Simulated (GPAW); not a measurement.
Wanted: an ASE script for a GPAW 26.7.0 run.

```yaml
Task: single point
Functional: PBE
Potentials_or_basis: GPAW PAW data sets (gpaw-data 1.2.1)
Cutoff: 600 eV
Basis: pw
k_mesh: 12 × 12 × 6
Occupations: fermi-dirac, width 0.05 eV
Spin: collinear spin, ferromagnetic start
Starting_moments: "[2.0, 2.0] μB"
Maxiter: 150
```

The structure of V lies in POSCAR:

```
V
1.0
    2.6042941027      0.0000000000      0.0000000000
   -1.3021470513      2.2553848518      0.0000000000
    0.0000000000      0.0000000000      4.7233360000
V
2
Direct
    0.3373900000      0.6680620000      0.2482820000
    0.6640850000      0.3352850000      0.7423180000
```

This isn't the form of V at room conditions, which is bcc.

The cell isn't the ideal one: atoms moved at random, drawn with an rms of 0.05 Å.

One way to write it, as run:

run.py

```python
from ase.dft.bandgap import bandgap
from ase.io import read, write
from ase.units import GPa
from gpaw import GPAW, PW

atoms = read('POSCAR')
atoms.set_initial_magnetic_moments([2.0, 2.0])

calc = GPAW(mode=PW(600),
            xc='PBE',
            kpts={'size': (12, 12, 6), 'gamma': True},
            occupations={'name': 'fermi-dirac', 'width': 0.05},
            nbands=26,
            convergence={'density': 1e-05, 'energy': 1e-05},
            maxiter=150,
            txt='gpaw.txt')
atoms.calc = calc
energy = atoms.get_potential_energy()
forces = atoms.get_forces()
stress = atoms.get_stress()
calc.write('gs.gpw')
write('result.traj', atoms)
print(f'Energy: {energy:.6f} eV')
print('Forces (eV/A):')
print(forces.round(4))
print('Stress (GPa):', (stress / GPa).round(3))
print('Moments:', calc.get_magnetic_moments().round(3))
print('Fermi level:', round(calc.get_fermi_level(), 4), 'eV')
print(f'Gap: {bandgap(calc)[0]:.4f} eV, direct: {bandgap(calc, direct=True)[0]:.4f} eV')
```

Potentials or basis: GPAW PAW data sets (gpaw-data 1.2.1), pw.

Launch:

```bash
$ OMP_NUM_THREADS=1 python run.py
```

It gave:

```
Pressure               : 0.6 GPa
Largest force          : 0.274 eV/Å
Band gap on the k mesh : none (metal or under the smearing width)
Net moment             : 0.00 μB per cell
```

Wall time 8.4 min on 1 thread of Arm Neoverse V1, with other jobs on the host, peak memory 0.56 GiB.
